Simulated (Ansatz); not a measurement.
# CoSn2: the cost of one run

Program: Ansatz 0.2.0. Level of theory: DFT PBE, scalar-relativistic, plane waves, PAW. These are calculated values, not measurements.

## Step 1: The system as given

It takes space group I4mm (No. 107, tetragonal). Conventional cell: a = 5.371 Å, b = 5.371 Å, c = 10.770 Å, α = 90.00°, β = 90.00°, γ = 90.00°. Co (site symmetry 4mm) has 4 Sn at 3.03 Å as nearest neighbours. Co (site symmetry 4mm) is surrounded by 4 Sn at 2.10 Å. Sn (site symmetry m) has 1 Co at 2.10 Å and 2 Sn at 2.28 Å as nearest neighbours.

As a file:

```cif
data_structure
_symmetry_space_group_name_H-M 'P 1'
_symmetry_Int_Tables_number 1
_cell_length_a 6.5899
_cell_length_b 6.5899
_cell_length_c 6.5899
_cell_angle_alpha 131.899
_cell_angle_beta 131.899
_cell_angle_gamma 70.389
_cell_volume 155.37
loop_
_atom_site_label
_atom_site_type_symbol
_atom_site_fract_x
_atom_site_fract_y
_atom_site_fract_z
_atom_site_occupancy
Co1 Co 0.34235 0.34235 0.00000 1
Co2 Co 0.97907 0.97907 0.00000 1
Sn1 Sn 0.89159 0.89159 0.57568 1
Sn2 Sn 0.31591 0.31591 0.42432 1
Sn3 Sn 0.89159 0.31591 0.00000 1
Sn4 Sn 0.31591 0.89159 0.00000 1
```

Recipe of the guess: random cell by space group and Wyckoff sites (I4mm, No. 107). Its size is a rough estimate.

## Step 2: A first look at the guess

Input file input.yaml:

```yaml
crystal:
  lattice:
    - [-2.68565054, 2.68565054, 5.38523638]
    - [2.68565054, -2.68565054, 5.38523638]
    - [2.68565054, 2.68565054, -5.38523638]
  atoms:
    - { symbol: Co, position: [0.34234606, 0.34234606, 0.0], spin: -3.0 }
    - { symbol: Co, position: [0.97906879, 0.97906879, 0.0], spin: 3.0 }
    - { symbol: Sn, position: [0.89159087, 0.89159087, 0.57568346] }
    - { symbol: Sn, position: [0.31590741, 0.31590741, 0.42431654] }
    - { symbol: Sn, position: [0.89159087, 0.31590741, 0.0] }
    - { symbol: Sn, position: [0.31590741, 0.89159087, 0.0] }
basis:
  ecutwfc: 420
kpoints:
  mp_grid: { grid: [4, 4, 4] }
hamiltonian:
  xc: pbe
scf:
  occupations: { method: gaussian, width: 0.1 }
  lower_state_search: "off"
output:
  forces: true
  stress: true
  eigenvalues: true
  populations: true
magnetization:
  spin_polarized: true
```

The run is started by

```console
> ansatz run input.yaml --threads 4 --pin off --max-ram 8192MiB --backend cpu --events-out ev --progress --plain --runs-dir out
```

Q: Estimate wall time and peak memory on 4 threads of AMD EPYC 7R43 (Zen 3), shared host.

About 11 s, with a peak of 0.69 GiB.
